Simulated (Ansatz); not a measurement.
CeO2 (CdI2-type structure)

Level of theory: DFT, PBE, scalar-relativistic, no spin polarisation; plane waves to 420 eV with PAW datasets (Ansatz 0.2.0), Γ-centred 4×4×5 mesh, 0.05 eV Gaussian smearing; PAW files: Ansatz's generated set soft_2.

```
CELL_PARAMETERS angstrom
7.23294 0.00000 0.00000
-3.61647 6.26391 0.00000
0.00000 0.00000 5.60056
ATOMIC_POSITIONS crystal
Ce 0.00000 0.00000 0.00000
O 0.16667 0.33333 0.16139
O 0.33333 0.16667 0.83861
Ce 0.00000 0.50000 0.00000
O 0.16667 0.83333 0.16139
O 0.33333 0.66667 0.83861
Ce 0.50000 0.00000 0.00000
O 0.66667 0.33333 0.16139
O 0.83333 0.16667 0.83861
Ce 0.50000 0.50000 0.00000
O 0.66667 0.83333 0.16139
O 0.83333 0.66667 0.83861
```

The start was a prototype's sites filled with these elements. The Crystallography Open Database lists the compound in space group Fm-3m, so this is a trial structure.

The cell above (space group P-3m1 at a tolerance of 0.05 Å) comes from a relaxation within its symmetry on a finer mesh. All atoms were then moved at random (spread 0.10 Å) and the cell was relaxed without symmetry.

Problem. What does it relax into?

Solution. It returns: the energy ends within 0.1 meV/atom of the undisturbed cell and space group P-3m1 is found again (tolerance 0.05 Å). The test covers only distortions that fit this cell.

```
step (a selection, trial steps included)  E − E(end) (meV/atom)
                                       1                  126.7
                                       2                   34.0
                                       3                    0.4
                                       4                    0.3
                                       5                    0.0
```

These numbers lack spin–orbit coupling.
